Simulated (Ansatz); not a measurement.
# HfO₂ — ¹⁷⁹Hf nuclear quadrupole resonance

Cell: a Materials Project structure (computed, not necessarily an observed phase), taken as it stands.

Space group P2_1/c (No. 14); a = 5.0942, b = 5.1506, c = 5.2762 Å, β = 99.56°.

```csv
site,Wyckoff,site symmetry,x,y,z
Hf,4e,1,0.2761,0.4581,0.7079
O5,4e,1,0.4480,0.7425,0.9786
O9,4e,1,0.0684,0.3308,0.3463
```

One atom of each set is listed.

Computed with Ansatz: DFT, PBE, plane waves and PAW (field gradients read without the response of the frozen cores, which leaves them typically 4 to 6 % off), scalar-relativistic, 420 eV cutoff, Γ-centred 4×4×4 k-points, Fermi–Dirac smearing 0.02 eV.

¹⁷⁹Hf: I = 9/2, Q = 3793 mb (year-2017 value). Static lattice, zero field.

Problem. The simulated lines lie at 50.1, 86.5, 131.8, 176.1 MHz. What are |C_Q|, η and |V_zz| at Hf?

Solution. For I = 9/2 and η = 0 the lines are |C_Q|/24 times 1, 2, 3 and 4; η shifts the lowest up most. Here |C_Q| = 1058 MHz, η = 0.13 and |V_zz| = 11.53 × 10²¹ V/m². The calculation gives V_zz positive; the lines don't show the sign. The site has 7 O at 2.03–2.24 Å.

At this cell the PBE pressure is 9 GPa, so with PBE the cell would grow if it were relaxed. The entry's cell may itself be off. Without spin–orbit coupling the gradients at and beside Hf can be off by some per cent, at some sites by more.

The run took 14 s of wall time (14 s of CPU time) and 0.61 GiB at its peak, on 1 thread of Intel Xeon 6975P-C (Granite Rapids) (x86_64; 16 cores open to the job, memory cap 3.0 GiB, no GPU), a shared host with a load of 0.4 a core.
